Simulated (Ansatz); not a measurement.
Relaxed structure of F2 on the (100) surface of LiF, one molecule per 32.0 Å² (the molecule's atoms stand last):

```yaml
crystal:
  lattice:
    - [5.65743, 0.00000, 0.00000]
    - [0.00000, 5.65743, 0.00000]
    - [0.00000, 0.00000, 24.19821]
  atoms:
    - { symbol: Li, position: [0.25000, 0.25000, 0.33060] }
    - { symbol: Li, position: [0.25000, 0.75000, 0.33060] }
    - { symbol: Li, position: [0.75000, 0.25000, 0.33060] }
    - { symbol: Li, position: [0.75000, 0.75000, 0.33060] }
    - { symbol: F, position: [0.50000, 0.50000, 0.33060] }
    - { symbol: F, position: [0.50000, 0.00000, 0.33060] }
    - { symbol: F, position: [0.00000, 0.50000, 0.33060] }
    - { symbol: F, position: [0.00000, 0.00000, 0.33060] }
    - { symbol: Li, position: [0.50000, 0.50000, 0.41326] }
    - { symbol: Li, position: [0.50000, 0.00000, 0.41326] }
    - { symbol: Li, position: [0.00000, 0.50000, 0.41326] }
    - { symbol: Li, position: [0.00000, 0.00000, 0.41326] }
    - { symbol: F, position: [0.75000, 0.75000, 0.41326] }
    - { symbol: F, position: [0.75000, 0.25000, 0.41326] }
    - { symbol: F, position: [0.25000, 0.75000, 0.41326] }
    - { symbol: F, position: [0.25000, 0.25000, 0.41326] }
    - { symbol: Li, position: [0.74979, 0.75017, 0.49695] }
    - { symbol: Li, position: [0.74966, 0.24956, 0.49645] }
    - { symbol: Li, position: [0.25054, 0.75038, 0.49566] }
    - { symbol: Li, position: [0.25029, 0.24972, 0.49696] }
    - { symbol: F, position: [0.00037, 0.99963, 0.49631] }
    - { symbol: F, position: [0.00034, 0.50023, 0.49625] }
    - { symbol: F, position: [0.49968, 0.99962, 0.49645] }
    - { symbol: F, position: [0.49972, 0.50023, 0.49630] }
    - { symbol: Li, position: [0.99759, 0.00201, 0.57835] }
    - { symbol: Li, position: [0.99714, 0.49694, 0.57822] }
    - { symbol: Li, position: [0.50293, 0.00277, 0.57963] }
    - { symbol: Li, position: [0.50222, 0.49747, 0.57836] }
    - { symbol: F, position: [0.24939, 0.25046, 0.58026] }
    - { symbol: F, position: [0.24780, 0.74784, 0.58102] }
    - { symbol: F, position: [0.75000, 0.24982, 0.58075] }
    - { symbol: F, position: [0.75067, 0.74919, 0.58019] }
    - { symbol: F, position: [0.35708, 0.85298, 0.66606] }
    - { symbol: F, position: [0.44199, 0.93448, 0.71977] }
```

All numbers below come from DFT PBE+D3(BJ), scalar-relativistic, plane waves, PAW (Ansatz). Cutoff 420 eV; k points 3×3×1 on the computed 34-atom cell (Γ-centred); Gaussian smearing, width 0.05 eV; no spin polarisation. The cell repeats along c with a dipole correction in the vacuum.

The slab and the molecular layer are also computed alone at these places.

Question: How does the adsorption energy per molecule split into interaction and deformation?

Answer: E_ads = -0.187 eV: interaction of the rigid parts -0.239 eV, deformation of the slab +0.019 eV, deformation of the molecule with its lateral interactions +0.033 eV.

Question: How much charge moves across the plane at z = 15.09 Å, midway between slab and molecule?

Answer: About 0.06 electrons a cell move up to the molecule; half the integral of |Δρ| is 0.13 e.